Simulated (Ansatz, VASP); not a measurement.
## GeSe in two plane-wave programs

One calculation is typed for both programs; each brings its own data sets. How far apart do they land? Of the first pair: The structure shown is the start of the Ansatz relaxation below; VASP solves that cell, so the two are compared at the walk's first step.

Program: Ansatz 0.2.0. Level of theory: plane waves, with VASP 6.6.1 beside it; single point at PBE. Results are calculated unless marked as measured.

## 1. Starting point

The cell holds 16 atoms: 8 Ge and 8 Se. Cell: a = 3.820 Å, b = 4.380 Å, c = 34.969 Å, α = 90.0°, β = 90.0°, γ = 90.0°. It derives from GeSe. Vacuum lies along c.

Structure file:

```cif
data_structure
_symmetry_space_group_name_H-M 'P 1'
_symmetry_Int_Tables_number 1
_cell_length_a 3.8200
_cell_length_b 4.3800
_cell_length_c 34.9688
_cell_angle_alpha 90.000
_cell_angle_beta 90.000
_cell_angle_gamma 90.000
_cell_volume 585.08
loop_
_atom_site_label
_atom_site_type_symbol
_atom_site_fract_x
_atom_site_fract_y
_atom_site_fract_z
_atom_site_occupancy
Ge1 Ge 0.25000 0.10600 0.77122 1
Ge2 Ge 0.75000 0.60600 0.69162 1
Ge3 Ge 0.25000 0.39400 0.61694 1
Ge4 Ge 0.75000 0.89400 0.53734 1
Ge5 Ge 0.25000 0.10600 0.46266 1
Ge6 Ge 0.75000 0.60600 0.38306 1
Ge7 Ge 0.25000 0.39400 0.30838 1
Ge8 Ge 0.75000 0.89400 0.22878 1
Se9 Se 0.75000 0.49700 0.76289 1
Se10 Se 0.25000 0.99700 0.69995 1
Se11 Se 0.75000 0.00300 0.60861 1
Se12 Se 0.25000 0.50300 0.54567 1
Se13 Se 0.75000 0.49700 0.45433 1
Se14 Se 0.25000 0.99700 0.39139 1
Se15 Se 0.75000 0.00300 0.30005 1
Se16 Se 0.25000 0.50300 0.23711 1
```

## 2. Ansatz: relaxation, PBE

Ansatz runs on its default PAW (the set named soft_2) files.

The two programs are compared at the cell with which this relaxation starts, whose forces are those of its first step.

File input.yaml:

```yaml
crystal:
  lattice:
    - [3.82, 0.0, 0.0]
    - [0.0, 4.38, 0.0]
    - [0.0, 0.0, 34.96882]
  atoms:
    - { symbol: Ge, position: [0.25, 0.106, 0.771224765] }
    - { symbol: Se, position: [0.75, 0.497, 0.762893629] }
    - { symbol: Se, position: [0.25, 0.997, 0.699947267] }
    - { symbol: Ge, position: [0.75, 0.606, 0.691616131] }
    - { symbol: Ge, position: [0.25, 0.394, 0.616944467] }
    - { symbol: Se, position: [0.75, 0.003, 0.60861333] }
    - { symbol: Se, position: [0.25, 0.503, 0.545666968] }
    - { symbol: Ge, position: [0.75, 0.894, 0.537335832] }
    - { symbol: Ge, position: [0.25, 0.106, 0.462664168] }
    - { symbol: Se, position: [0.75, 0.497, 0.454333032] }
    - { symbol: Se, position: [0.25, 0.997, 0.39138667] }
    - { symbol: Ge, position: [0.75, 0.606, 0.383055533] }
    - { symbol: Ge, position: [0.25, 0.394, 0.308383869] }
    - { symbol: Se, position: [0.75, 0.003, 0.300052733] }
    - { symbol: Se, position: [0.25, 0.503, 0.237106371] }
    - { symbol: Ge, position: [0.75, 0.894, 0.228775235] }
kpoints:
  mp_grid: { grid: [8, 6, 1] }
scf:
  occupations: { method: fermi_dirac, width: 0.02 }
  n_extra_bands: 8
hamiltonian:
  xc: pbe
  pseudopotentials: { kind: paw }
output:
  forces: true
  write_potential: true
  volumetric_format: []
relax:
  f_tol: 0.01
  max_steps: 40
  cell: { fix: [c, alpha, beta] }
```

Launch:

```bash
> ansatz run input.yaml --threads 4 --pin off --max-ram 12288MiB --backend cpu --events-out ev --progress --plain --runs-dir out
```

Numbers of over 12 decimals in the logs are rounded to 6 here.

The program printed:

```text
scf.n_extra_bands = 8 over 120 filled bands (N_el = 240.0): the run solves 128 bands
Engine: ansatz 0.2.0, aarch64-unknown-linux-gnu
Pseudopotentials: kind: paw
Pseudopotential: Ge, paw, valence charge 14, recommended cutoff 420 eV (normal), Ge.paw.azcp
Pseudopotential: Se, paw, valence charge 16, recommended cutoff 420 eV (normal), Se.paw.azcp
Functional definition: PBE
  parameter kappa = 0.804
  parameter beta = 0.066725
  exchange = pbe_x(kappa = kappa, mu = beta*pi^2/3)
  correlation = pbe_c(beta = beta)
Crystal: 16 atoms, lattice volume = 585.084 Å³
Basis set: ecut = 420 eV, 11491 PW (Γ), exchange–correlation on 54×60×480 points (8 copies of the dense FFT grid, shifted against one another)
Bands: 128, of which v1, the nominal top of the filled ones, is band 120 counted from 1 (119 counted from 0)
Symmetry: 4 space group operations
Space group: P21/m (ITA 11), of the structure as read, at distance tolerance 8.4e-5 Å
k-points: 20 of 48
Non-local potential: Ge, projectors of the file, l = 0: 2, l = 1: 2, l = 2: 3, l = 3: 1
Non-local potential: Se, projectors of the file, l = 0: 2, l = 1: 2, l = 2: 3, l = 3: 1
PAW form: soft (Blöchl's): semilocal exchange-correlation on the pseudo side does not see the compensation charge
PAW one-centre angular grid: Ge, 590 points (default); XC on 64 Gauss nodes
PAW one-centre angular grid: Se, 590 points (default); XC on 64 Gauss nodes
Initial density: superposition of atomic densities (neutral atoms: chi_scale 0, normalization atom), corrected by the library's trained network
Initial wavefunctions: pseudopotential atomic-orbital guess
Functional: x = pbe(κ = 0.804, μ = 0.219515), c = pbe(β = 0.066725)
SCF iter   1: F=—  HF=-78115.772231 eV  |F-HF|=—  |Δ(HF+E_count)|=         —  Δρ=1.35e-3  dr2=7.88e-2  ethr=1.77e-3  ⟨swp⟩=6.2  Hψ=9861  notcnv=0
preconditioner: auto → Resta (q_TF=auto, 2.352 Å⁻¹)  ε∞=4.0  [insulator: Δε(μ)=0.813 eV  Ē_g=7.897 eV  σ=0.020 eV  W_gap=1.00  n_scr=142 (ndim 8)  ℏωp=13.7 eV  f_vac=0.374  D(μ)=0.00/eV (n_scr^D=0)  ε∞_Penn≈4.0  vacuum switching on, ρ_ref=4.5e-3 e/Å³]
SCF iter   2: F=—  HF=-78115.763792 eV  |F-HF|=—  |Δ(HF+E_count)|=   8.44e-3  Δρ=8.37e-4  dr2=2.63e-2  ethr=3.28e-5  ⟨swp⟩=2.5  Hψ=3808  notcnv=0  defer=55
SCF iter   3: F=—  HF=-78115.762117 eV  |F-HF|=—  |Δ(HF+E_count)|=   1.68e-3  Δρ=4.87e-4  dr2=2.28e-3  ethr=1.10e-5  ⟨swp⟩=2.2  Hψ=2976  notcnv=0  defer=55
SCF iter   4: F=—  HF=-78115.762687 eV  |F-HF|=—  |Δ(HF+E_count)|=   5.70e-4  Δρ=1.51e-4  dr2=3.42e-4  ethr=9.51e-7  ⟨swp⟩=2.0  Hψ=3169  notcnv=0  defer=55
SCF iter   5: F=—  HF=-78115.762765 eV  |F-HF|=—  |Δ(HF+E_count)|=   7.83e-5  Δρ=5.76e-5  dr2=5.79e-5  ethr=1.42e-7  ⟨swp⟩=2.0  Hψ=3137  notcnv=0  defer=55
SCF iter   6: F=—  HF=-78115.762598 eV  |F-HF|=—  |Δ(HF+E_count)|=   1.67e-4  Δρ=2.16e-5  dr2=6.22e-6  ethr=2.41e-8  ⟨swp⟩=2.0  Hψ=3120  notcnv=0  defer=55
SCF iter   7: F=—  HF=-78115.762596 eV  |F-HF|=—  |Δ(HF+E_count)|=   2.29e-6  Δρ=9.84e-6  dr2=1.01e-6  ethr=2.59e-9  ⟨swp⟩=2.0  Hψ=4818  notcnv=0  defer=55
SCF iter   8: F=-78115.762596 eV  HF=-78115.762596 eV  |F-HF|=8.54e-9  |Δ(HF+E_count)|=   1.88e-7  Δρ=3.43e-6  dr2=9.17e-8  ethr=4.17e-11  ⟨swp⟩=7.1  Hψ=19317  notcnv=0
SCF 1 converged in 8 iterations: F = -78115.762596 eV  dr2 = 9.17e-8
  greatest PAW one-centre occupation: 1.000 electrons in one spin orbital (limit 2), on the Se atom at site 13 (counted from 0), in its partial waves of l = 2
relax step   1: F+E_penalty+E_count = -78115.76259562 eV  Δ(F+E_penalty+E_count) = +0.000e0 eV  max|allowed force component| = 3.877e-1 eV/Å  Δτ_max = 0.0000 Å  P = +1.793 GPa  Ω = 585.084 Å³  fix = [c, alpha, beta]  reactions: c +1.821 GPa; alpha +0.045 GPa/rad  (8 SCF iters, dr2 threshold 1.00e-7 eV, accepted)
Crystal: 16 atoms, lattice volume = 629.261 Å³
Basis set: ecut = 420 eV, 12319 PW (Γ), exchange–correlation on 54×60×480 points (8 copies of the dense FFT grid, shifted against one another)
Initial density: handed on by an earlier stage of this run
Initial wavefunctions: those handed on with the density
iter 1 solved again at ethr=5.51e-5 eV; its pass at ethr=3.10e-3 eV (dr2=1.32e-1 eV) is discarded
SCF iter   1: F=—  HF=-78115.951935 eV  |F-HF|=—  |Δ(HF+E_count)|=         —  Δρ=4.49e-3  dr2=1.35e-1  ethr=5.51e-5  ⟨swp⟩=2.1  Hψ=15083  notcnv=0
preconditioner: auto → Resta (q_TF=auto, 2.323 Å⁻¹)  ε∞=4.0  [insulator: Δε(μ)=1.176 eV  Ē_g=7.676 eV  σ=0.020 eV  W_gap=1.00  n_scr=148 (ndim 8)  ℏωp=13.2 eV  f_vac=0.369  D(μ)=0.00/eV (n_scr^D=0)  ε∞_Penn≈4.0  vacuum switching on, ρ_ref=4.3e-3 e/Å³]
SCF iter   2: F=—  HF=-78115.939459 eV  |F-HF|=—  |Δ(HF+E_count)|=   1.25e-2  Δρ=2.42e-3  dr2=3.18e-2  ethr=5.51e-5  ⟨swp⟩=2.5  Hψ=3147  notcnv=0
SCF iter   3: F=—  HF=-78115.939822 eV  |F-HF|=—  |Δ(HF+E_count)|=   3.64e-4  Δρ=9.85e-4  dr2=1.96e-2  ethr=1.33e-5  ⟨swp⟩=2.8  Hψ=3450  notcnv=0
[...]
SCF converged after 9 iterations
Free energy (F): -78116.009555 eV
Harris-Foulkes:  -78116.009555 eV  (|F-HF|=6.64e-9)
Internal energy: -78116.009555 eV  (E = F + TS)
E sigma→0 (E₀):  -78116.009555 eV
Fermi energy:    3.776864 eV
--- Per-component energies (eV) ---
  E_band       = -5410.125932
  E_kinetic    = 1815.806948
  E_local      = -269181.952754  (includes V_loc(G=0)·N_el)
  E_nonlocal   = -1452.536274
  E_hartree    = 132689.967402
  E_xc         = -1432.184040
  E_vxc        = -1292.049563  (∫ρ·V_xc dr)
  E_paw        = -31409.883549  (= ΣΔE_a)
  E_vpaw       = -679.324783  (= ΣTr[D̂ρ^β])
  E_aug_tail   = -0.002356  (compensation charges beyond the density's cutoff)
  E_ewald      = 90854.775067
  E_smearing   = -0.000000  (= −TS)
  E_closure    = 0.000000  (closes the sum)
  Σ components = -78116.009555   (vs F -78116.009555, Δ=0.00e0)
--- Forces (eV/Å), atoms counted from 1 ---
  atom   1  Ge     0.00000000     0.00036731     0.00267780
  atom   2  Se     0.00000000     0.00181369     0.00045240
  atom   3  Se     0.00000000    -0.00367475    -0.00171385
  atom   4  Ge     0.00000000     0.00251266    -0.00000865
  atom   5  Ge     0.00000000    -0.00077795     0.00003737
  atom   6  Se     0.00000000     0.00181729    -0.00036423
  atom   7  Se     0.00000000    -0.00098891    -0.00147846
  atom   8  Ge     0.00000000    -0.00101882     0.00189158
  atom   9  Ge     0.00000000     0.00101882    -0.00189158
  atom  10  Se     0.00000000     0.00098891     0.00147846
  atom  11  Se     0.00000000    -0.00181729     0.00036423
  atom  12  Ge     0.00000000     0.00077795    -0.00003737
  atom  13  Ge     0.00000000    -0.00251266     0.00000865
  atom  14  Se     0.00000000     0.00367475     0.00171385
  atom  15  Se     0.00000000    -0.00181369    -0.00045240
  atom  16  Ge     0.00000000    -0.00036731    -0.00267780
  max |Σ_I F_I| component: 4.34e-19 eV/Å
--- Stress (GPa, compression-positive) ---
        0.005491       0.000000       0.000000
        0.000000       0.004252       0.006947
        0.000000       0.006947       0.009027
  P = ⅓ Tr σ = 0.0063 GPa (0.063 kbar)
--- Band table (eV; the first three rows and the last of 20) ---
  k-point 0: bands = [... 116 lower, 2.6220, 2.7707, 2.9516, 3.0956, 4.3204, 4.9136, 5.6387, 5.8107, ... 4 higher]
  k-point 1: bands = [... 116 lower, 2.3795, 2.5325, 2.7487, 2.9485, 4.3893, 4.9894, 5.4451, 5.6800, ... 4 higher]
  k-point 2: bands = [... 116 lower, 2.8673, 3.0053, 3.1318, 3.2413, 4.4635, 4.6332, 4.7829, 4.8763, ... 4 higher]
  k-point 19: bands = [... 116 lower, 1.8695, 1.8695, 1.9231, 1.9231, 6.0774, 6.0774, 6.1025, 6.1025, ... 4 higher]
--- Relaxed structure (8 steps of the walk, 7 accepted, 1 SCFs on fresh bases) ---
  F+E_penalty+E_count = -78116.00955539 eV   max|allowed force component| = 3.675e-3 eV/Å   (the final SCF, on the basis selected at the relaxed cell)
  cell:  # Å, volume = 610.7771 Å³
    - [3.900473, 0, 0]
    - [0, 4.478005, 0]
    - [0, 0, 34.96882]
  atoms:
    - { symbol: Ge, position: [0.25, 0.112826, 0.778453] }
    - { symbol: Se, position: [0.75, 0.503123, 0.775977] }
    - { symbol: Se, position: [0.25, 1.004655, 0.706925] }
    - { symbol: Ge, position: [0.75, 0.614694, 0.703754] }
    - { symbol: Ge, position: [0.25, 0.381766, 0.619251] }
    - { symbol: Se, position: [0.75, -0.00289837, 0.613251] }
    - { symbol: Se, position: [0.25, 0.497330, 0.547002] }
    - { symbol: Ge, position: [0.75, 0.882219, 0.540924] }
    - { symbol: Ge, position: [0.25, 0.117781, 0.459076] }
    - { symbol: Se, position: [0.75, 0.502670, 0.452998] }
    - { symbol: Se, position: [0.25, 1.002898, 0.386749] }
    - { symbol: Ge, position: [0.75, 0.618234, 0.380749] }
    - { symbol: Ge, position: [0.25, 0.385306, 0.296246] }
    - { symbol: Se, position: [0.75, -0.00465531, 0.293075] }
    - { symbol: Se, position: [0.25, 0.496877, 0.224023] }
    - { symbol: Ge, position: [0.75, 0.887174, 0.221547] }
```

(Part 1 of 2 ends here.)

[Lines on the potential files, build, host, timing and source positions are cut from VASP's logs without a mark.]

[Logs are printed without paths, hosts, clocks, repeated set-up lines and the standing remarks that a program may print on its own settings, such as how far it seeks lower states.]

[Hosts, paths, dates, database ids (printed as entryN), source tags and the programs' standing remarks are cut or masked in the printed files.]
